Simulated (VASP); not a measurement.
# GaP (F-43m) in VASP: notebook

Runs on GaP. Level: PBE. Tasks: band structure, Born charges and dielectric tensor.

Program: VASP 6.6.1. These are calculated values, not measurements. Logs are shortened: lines on timing, memory, paths and dates and some standing lists are left out, and cuts for length are marked.

**Experimental background.**

From “Stacking defects in GaP nanowires: Electronic structure and optical properties”, 2018, arxiv:1810.01194, for a bulk crystal of GaP at 10 K: band gap 2.34 eV (indirect).

The runs below are set against these values where they give the same quantity.

## 1. The crystal as given

It takes space group F-43m (No. 216, cubic). The conventional cell has a = 5.534 Å, b = 5.534 Å, c = 5.534 Å, α = 90.00°, β = 90.00°, γ = 90.00°. Ga (site symmetry -43m) is surrounded by 4 P at 2.40 Å. P (site symmetry -43m) has 4 Ga at 2.40 Å as nearest neighbours.

## 2. Band structure, PBE

Input file INCAR:

```
PREC = Accurate
ENCUT = 520
EDIFF = 1E-7
ISMEAR = 0
SIGMA = 0.02
LREAL = F
LASPH = T
NELM = 60
ALGO = Fast
ISIF = 2
LWAVE = F
LCHARG = F
GGA = PE
NBANDS = 11
```

Input file KPOINTS:

```
regular mesh
0
Gamma
  10 10 10
```

Input file POSCAR:

```
GaP                                     
1.0
    0.0000000000      2.7668478859      2.7668478859
    2.7668478859      0.0000000000      2.7668478859
    2.7668478859      2.7668478859      0.0000000000
  Ga              P             
     1     1
Direct
     0.0000000000000000    0.0000000000000000    0.0000000000000000
     0.2500000000000000    0.2500000000000000    0.2500000000000000
```

Input file KPOINTS_OPT:

```
path GXWKGLUWLK,UX
10
line-mode
reciprocal
 0.0000000000  0.0000000000  0.0000000000  G
 0.5000000000  0.0000000000  0.5000000000  X

 0.5000000000  0.0000000000  0.5000000000  X
 0.5000000000  0.2500000000  0.7500000000  W

 0.5000000000  0.2500000000  0.7500000000  W
 0.3750000000  0.3750000000  0.7500000000  K

 0.3750000000  0.3750000000  0.7500000000  K
 0.0000000000  0.0000000000  0.0000000000  G

 0.0000000000  0.0000000000  0.0000000000  G
 0.5000000000  0.5000000000  0.5000000000  L

 0.5000000000  0.5000000000  0.5000000000  L
 0.6250000000  0.2500000000  0.6250000000  U

 0.6250000000  0.2500000000  0.6250000000  U
 0.5000000000  0.2500000000  0.7500000000  W

 0.5000000000  0.2500000000  0.7500000000  W
 0.5000000000  0.5000000000  0.5000000000  L

 0.5000000000  0.5000000000  0.5000000000  L
 0.3750000000  0.3750000000  0.7500000000  K

 0.6250000000  0.2500000000  0.6250000000  U
 0.5000000000  0.0000000000  0.5000000000  X
```

Potentials or basis: VASP PAW PBE potentials, release 64 (Ga, P).

Launch:

```sh
$ cat potpaw_PBE.64/Ga/POTCAR potpaw_PBE.64/P/POTCAR > POTCAR
$ mpirun -np 1 vasp_std > vasp.out
```

OUTCAR:

```text
PREC = Accurate
   ENCUT = 520
   EDIFF = 1E-7
   ISMEAR = 0
   LREAL = F
   LASPH = T
   NELM = 60
   ISIF = 2
   GGA = PE

 ion  position               nearest neighbor table
   1  0.000  0.000  0.000-   2 2.40   2 2.40   2 2.40   2 2.40
   2  0.250  0.250  0.250-   1 2.40   1 2.40   1 2.40   1 2.40

  LATTYP: Found a face centered cubic cell.
 ALAT       =     5.5336957718

  Lattice vectors:

 A1 = (   0.0000000000,   2.7668478859,   2.7668478859)
 A2 = (   2.7668478859,   0.0000000000,   2.7668478859)
 A3 = (   2.7668478859,   2.7668478859,   0.0000000000)

Analysis of symmetry for initial positions (statically):
=====================================================================
 Subroutine PRICEL returns:
 Original cell was already a primitive cell.

 Routine SETGRP: Setting up the symmetry group for a
 face centered cubic supercell.

 Subroutine GETGRP returns: Found 24 space group operations
 (whereof 24 operations were pure point group operations)
 out of a pool of 48 trial point group operations.

The static configuration has the point symmetry T_d .

Analysis of symmetry for dynamics (positions and initial velocities):
=====================================================================
 Subroutine PRICEL returns:
 Original cell was already a primitive cell.

 Routine SETGRP: Setting up the symmetry group for a
 face centered cubic supercell.

 Subroutine GETGRP returns: Found 24 space group operations
 (whereof 24 operations were pure point group operations)
 out of a pool of 48 trial point group operations.

The dynamic configuration has the point symmetry T_d .

 Subroutine INISYM returns: Found 24 space group operations
 (whereof 24 operations are pure point group operations),
 and found     1 'primitive' translations

----------------------------------------------------------------------------------------

                                     Primitive cell

  volume of cell :      42.3629

  direct lattice vectors                    reciprocal lattice vectors
     0.000000000  2.766847886  2.766847886    -0.180711055  0.180711055  0.180711055
     2.766847886  0.000000000  2.766847886     0.180711055 -0.180711055  0.180711055
     2.766847886  2.766847886  0.000000000     0.180711055  0.180711055 -0.180711055

  length of vectors
     3.912913805  3.912913805  3.912913805     0.313000728  0.313000728  0.313000728

  position of ions in fractional coordinates (direct lattice)
     0.000000000  0.000000000  0.000000000
     0.250000000  0.250000000  0.250000000

  ion indices of the primitive-cell ions
   primitive index   ion index
                 1           1
                 2           2

----------------------------------------------------------------------------------------

 KPOINTS: regular mesh

Automatic generation of k-mesh.
 Grid dimensions read from file:
 generate k-points for:   10   10   10

 Generating k-lattice:

  Cartesian coordinates                     Fractional coordinates (reciprocal lattice)
    -0.018071105  0.018071105  0.018071105     0.100000000  0.000000000  0.000000000
     0.018071105 -0.018071105  0.018071105     0.000000000  0.100000000  0.000000000
     0.018071105  0.018071105 -0.018071105     0.000000000  0.000000000  0.100000000

  Length of vectors
     0.031300073  0.031300073  0.031300073

  Shift w.r.t. Gamma in fractional coordinates (k-lattice)
     0.000000000  0.000000000  0.000000000

 Subroutine IBZKPT returns following result:
 ===========================================

 Found     47 irreducible k-points:

 Following reciprocal coordinates:
            Coordinates               Weight
  0.000000  0.000000  0.000000      1.000000
  0.100000  0.000000  0.000000      8.000000
  0.200000  0.000000  0.000000      8.000000
  0.300000  0.000000  0.000000      8.000000
  0.400000  0.000000  0.000000      8.000000
  0.500000  0.000000  0.000000      4.000000
[... 16 lines left out ...]
  0.300000  0.300000  0.000000      6.000000
  0.400000  0.300000  0.000000     24.000000
 [... further k-points ...]
   k-points           NKPTS =     47   k-points in BZ     NKDIM =     47   number of bands    NBANDS=     11
   number of dos      NEDOS =    301   number of ions     NIONS =      2
   total plane-waves  NPLWV =  27000
   dimension x,y,z NGX =    30 NGY =   30 NGZ =   30
   dimension x,y,z NGXF=    60 NGYF=   60 NGZF=   60
   ions per type =               1   1
   NGX,Y,Z   is equivalent  to a cutoff of  12.75, 12.75, 12.75 a.u.
   NGXF,Y,Z  is equivalent  to a cutoff of  25.49, 25.49, 25.49 a.u.
 SYSTEM =  unknown system
   PREC   = accura    normal or accurate (medium, high low for compatibility)
   ISTART =      0    job   : 0-new  1-cont  2-samecut
   ICHARG =      2    charge: 1-file 2-atom 10-const
   ISPIN  =      1    spin polarized calculation?
   LNONCOLLINEAR =      F non collinear calculations
   LSORBIT =      F    spin-orbit coupling
   LASPH  =      T    aspherical Exc in radial PAW
   ENCUT  =  520.0 eV  38.22 Ry    6.18 a.u.   7.28  7.28  7.28*2*pi/ulx,y,z
   NELM   =     60;   NELMIN=  2; NELMDL= -5     # of ELM steps
   EDIFF  = 0.1E-06   stopping-criterion for ELM
   LREAL  =      F    real-space projection
   EDIFFG = 0.1E-05   stopping-criterion for IOM
   NSW    =      0    number of steps for IOM
   IBRION =     -1    ionic relax: 0-MD 1-quasi-New 2-CG
   NFREE  =      0    steps in history (QN), initial steepest desc. (CG)
   ISIF   =      2    stress and relaxation
   ISYM   =      2    0-nonsym 1-usesym 2-fastsym
   POTIM  = 0.5000    time-step for ionic-motion
   TEBEG  =    0.0;   TEEND  =   0.0 temperature during run
   PSTRESS=    0.0 pullay stress
   NELECT =       8.0000    total number of electrons
   NUPDOWN=      -1.0000    fix difference up-down
   EMIN   =  10.00;   EMAX   =-10.00  energy-range for DOS
   EFERMI =   0.00;   METHOD = LEGACY
   ISMEAR =     0;   SIGMA  =   0.02  broadening in eV -4-tet -1-fermi 0-gaus
   EFERMI_NEDOS =   21; number of points for ismear=-14 and -15
   IALGO  =     68    algorithm
   IMIX   =      4    mixing-type and parameters
     AMIX     =   0.40;   BMIX     =  1.00
     AMIX_MAG =   1.60;   BMIX_MAG =  1.00
  volume/ion in A,a.u.               =      21.18       142.94
  Fermi-wavevector in a.u.,A,eV,Ry     =   0.939239  1.774905 12.002655  0.882170
  Thomas-Fermi vector in A             =   2.066531
   LORBIT       =      0    0 simple, 1 ext, 2 COOP (PROOUT), +10 PAW based schemes
   GGA     = PE    functional components
   LHFCALC =     F    Hartree Fock is set to
   AEXX    =    0.0000 exact exchange contribution
   IVDW    =     0    specifies the selected vdW correction
   LEPSILON=     F    determine dielectric tensor
   LRPA    =     F    only Hartree local field effects (RPA)
 non-spin polarized calculation
 RMM-DIIS sequential band-by-band and
 Gauss-broadening in eV      SIGMA  =   0.02
  energy-cutoff  :      520.00
  volume of cell :       42.36
 maximum number of plane-waves:      1159
 NGX is ok and might be reduce to    30
   NGX = 15   NGY = 15   NGZ = 15

 number of electron       8.0000000 magnetization

 Free energy of the ion-electron system (eV)
  ---------------------------------------------------
  ext. energy  EPLUGINS =         0.00000000
  ---------------------------------------------------
  free energy    TOTEN  =        -9.10736808 eV

  energy without entropy =       -9.10736808  energy(sigma->0) =       -9.10736808

 E-fermi :   3.0437     XC(G=0):  -9.1968

 val. band max:        2.9325821912   @ k =   0.0000   0.0000   0.0000
 cond. band min:       4.4492601538   @ k =   0.0000   0.0000   0.0000
 fundamental gap:      1.5166779627
 Fermi energy:         3.0437147860

 k-point     1 :       0.0000    0.0000    0.0000
  band No.  band energies     occupation
      1      -9.1977      2.00000
      2       2.9326      2.00000
      3       2.9326      2.00000
      4       2.9326      2.00000
      5       4.4493      0.00000
      6       6.8740      0.00000
      7       6.8740      0.00000
      8       6.8740      0.00000
      9      11.5865      0.00000
     10      12.6561      0.00000
     11      12.6561      0.00000

 k-point     2 :       0.1000    0.0000    0.0000
  band No.  band energies     occupation
      1      -9.0832      2.00000
      2       1.7441      2.00000
      3       2.7905      2.00000
      4       2.7905      2.00000
      5       5.0953      0.00000
      6       7.0971      0.00000
      7       7.0971      0.00000
      8       7.1349      0.00000
      9      12.1918      0.00000
     10      12.2132      0.00000
     11      12.2132      0.00000

 k-point     3 :       0.2000    0.0000    0.0000
  band No.  band energies     occupation
      1      -8.7500      2.00000
      2       0.0002      2.00000
      3       2.4794      2.00000
      4       2.4794      2.00000
      5       5.1264      0.00000
      6       7.5356      0.00000
      7       7.5356      0.00000
      8       8.3211      0.00000
      9      11.8094      0.00000
     10      11.8094      0.00000
     11      12.9075      0.00000

 k-point     4 :       0.3000    0.0000    0.0000
  band No.  band energies     occupation
      1      -8.2399      2.00000
      2      -1.6254      2.00000
      3       2.1717      2.00000
      4       2.1717      2.00000
      5       4.8270      0.00000
      6       7.7674      0.00000
      7       7.7674      0.00000
      8       9.8614      0.00000
      9      12.1897      0.00000
     10      12.1897      0.00000
     11      12.5701      0.00000

 k-point     5 :       0.4000    0.0000    0.0000
  band No.  band energies     occupation
      1      -7.6789      2.00000
      2      -2.8868      2.00000
      3       1.9625      2.00000
      4       1.9625      2.00000
      5       4.5964      0.00000
      6       7.7407      0.00000
      7       7.7407      0.00000
      8      10.9561      0.00000
      9      12.7814      0.00000
     10      13.3597      0.00000
     11      13.3597      0.00000
[... 211 lines left out ...]
 k-point    21 :      -0.3000    0.2000    0.0000
  band No.  band energies     occupation
      1      -7.5204      2.00000
      2      -2.4824      2.00000
      3      -0.0320      2.00000
      4       1.8195      2.00000
      5       5.9785      0.00000
      6       8.1101      0.00000
      7       8.5996      0.00000
      8       9.6766      0.00000
      9      11.5178      0.00000
     10      13.7220      0.00000
     11      15.5325      0.00000

 k-point    22 :      -0.2000    0.2000    0.0000
  band No.  band energies     occupation
      1      -8.0609      2.00000
      2      -1.4716      2.00000
      3       0.4459      2.00000
      4       2.2229      2.00000
      5       6.1183      0.00000
      6       8.0483      0.00000
      7       8.0848      0.00000
      8       8.7316      0.00000
      9      10.9208      0.00000
     10      14.0170      0.00000
     11      14.7722      0.00000

 k-point    23 :       0.3000    0.3000    0.0000
  band No.  band energies     occupation
      1      -7.8915      2.00000
      2      -1.5046      2.00000
      3       1.0381      2.00000
      4       1.0381      2.00000
      5       4.9158      0.00000
      6       6.1855      0.00000
      7      10.4229      0.00000
      8      10.4229      0.00000
      9      11.2136      0.00000
     10      13.9585      0.00000
     11      16.4180      0.00000

 k-point    24 :       0.4000    0.3000    0.0000
  band No.  band energies     occupation
      1      -7.4290      2.00000
      2      -2.3312      2.00000
      3       0.5075      2.00000
      4       0.8335      2.00000
      5       5.0447      0.00000
      6       6.0762      0.00000
      7      10.3885      0.00000
      8      10.8941      0.00000
      9      12.8393      0.00000
     10      14.5877      0.00000
     11      16.3771      0.00000

 [... further k-points ...]

------------------------ aborting loop because EDIFF is reached ----------------------------------------

  FORCE on cell =-STRESS in cart. coord.  units (eV):
  Direction    XX          YY          ZZ          XY          YZ          ZX
  --------------------------------------------------------------------------------------
  -------------------------------------------------------------------------------------
  Total        0.0010686      0.0010686      0.0010686     -0.0000000     -0.0000000      0.0000000
  in kB        0.0404139      0.0404139      0.0404139     -0.0000000     -0.0000000      0.0000000
  external PRESSURE =       0.0404139 kB  Pullay stress =       0.0000000 kB

 VOLUME and BASIS-vectors are now :
 -----------------------------------------------------------------------------
  energy-cutoff  :      520.00
  volume of cell :       42.36
      direct lattice vectors                 reciprocal lattice vectors
     0.000000000  2.766847886  2.766847886    -0.180711055  0.180711055  0.180711055
     2.766847886  0.000000000  2.766847886     0.180711055 -0.180711055  0.180711055
     2.766847886  2.766847886  0.000000000     0.180711055  0.180711055 -0.180711055

 POSITION                                       TOTAL-FORCE (eV/Angst)
 -----------------------------------------------------------------------------------
      0.00000      0.00000      0.00000         0.000000      0.000000      0.000000
      1.38342      1.38342      1.38342        -0.000000     -0.000000     -0.000000
 -----------------------------------------------------------------------------------
    total drift:                                0.000000      0.000000      0.000000

  FREE ENERGIE OF THE ION-ELECTRON SYSTEM (eV)
  ---------------------------------------------------
  free  energy   TOTEN  =        -9.1073680784 eV

  energy  without entropy=       -9.1073680784  energy(sigma->0) =       -9.10736808
```

It took 32 s on 1 thread of Intel Xeon Platinum 8488C (Sapphire Rapids), shared host; peak memory 0.19 GiB.

What came out:

* Free energy: -9.1074 eV
* Pressure: 0.0 GPa
* Band gap on the k mesh: 1.52 eV, direct
* Band gap along the path: 1.52 eV, direct

Levels at the corners of the path, in eV from the valence-band top:
```
point  band 1  band 2  band 3  band 4  band 5  band 6  band 7  band 8  band 9
    Γ  -12.13    0.00    0.00    0.00    1.52    3.94    3.94    3.94    8.65
    X   -9.51   -6.51   -2.51   -2.51    1.76    1.89   10.31   10.31   10.82
    X   -9.51   -6.51   -2.51   -2.51    1.76    1.89   10.31   10.31   10.82
    W   -9.45   -6.30   -3.37   -3.18    4.71    4.71    6.01    6.20   11.23
    W   -9.45   -6.30   -3.37   -3.18    4.71    4.71    6.01    6.20   11.23
    K   -9.55   -6.30   -3.69   -2.11    2.25    4.75    8.11    8.13    9.04
    K   -9.55   -6.30   -3.69   -2.11    2.25    4.75    8.11    8.13    9.04
    Γ  -12.13    0.00    0.00    0.00    1.52    3.94    3.94    3.94    8.65
    Γ  -12.13    0.00    0.00    0.00    1.52    3.94    3.94    3.94    8.65
    L  -10.33   -6.34   -1.04   -1.04    1.58    4.76    4.76    8.20   10.60
    L  -10.33   -6.34   -1.04   -1.04    1.58    4.76    4.76    8.20   10.60
    U   -9.55   -6.30   -3.69   -2.11    2.25    4.75    8.11    8.13    9.04
    U   -9.55   -6.30   -3.69   -2.11    2.25    4.75    8.11    8.13    9.04
    W   -9.45   -6.30   -3.37   -3.18    4.71    4.71    6.01    6.20   11.23
    W   -9.45   -6.30   -3.37   -3.18    4.71    4.71    6.01    6.20   11.23
    L  -10.33   -6.34   -1.04   -1.04    1.58    4.76    4.76    8.20   10.60
    L  -10.33   -6.34   -1.04   -1.04    1.58    4.76    4.76    8.20   10.60
    K   -9.55   -6.30   -3.69   -2.11    2.25    4.75    8.11    8.13    9.04
    U   -9.55   -6.30   -3.69   -2.11    2.25    4.75    8.11    8.13    9.04
    X   -9.51   -6.51   -2.51   -2.51    1.76    1.89   10.31   10.31   10.82
```

(Part 1 of 2 ends here.)
